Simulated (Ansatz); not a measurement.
AlNi: two-dimensional strain map

The calculation used DFT PBE, scalar-relativistic, plane waves, PAW (Ansatz 0.2.0). Cutoff 420 eV, Γ-centred 16×16×16 k-points, Gaussian smearing of 0.15 eV. No spin polarisation. A magnetic state may lie lower. Energies are free energies at this smearing, counted from the undisturbed cell; pressure is positive in compression.

The starting cell (as given, not relaxed at this level; it stands at 2.1 GPa, and it needn't be the usual structure):

```
CELL_PARAMETERS angstrom
2.88100 0.00000 0.00000
0.00000 2.88100 0.00000
0.00000 0.00000 2.88100
ATOMIC_POSITIONS crystal
Al 0.00000 0.00000 0.00000
Ni 0.50000 0.50000 0.50000
```

The cell is strained by p along both x and y and by q along z, fractional coordinates fixed. Points are written (p, q).

Energy above the undisturbed cell in meV/atom (a dash: not computed):

| p \ q | -0.080 | 0.000 | 0.080 |
| --- | --- | --- | --- |
| -0.080 | ? | 237.4 | 107.6 |
| 0.000 | 77.6 | 0.0 | ? |
| 0.080 | 76.2 | 115.6 | – |

(1) Fill in the withheld energies.

Answers

(1) (-0.080, -0.080): 509.4; (0.000, 0.080): 30.8.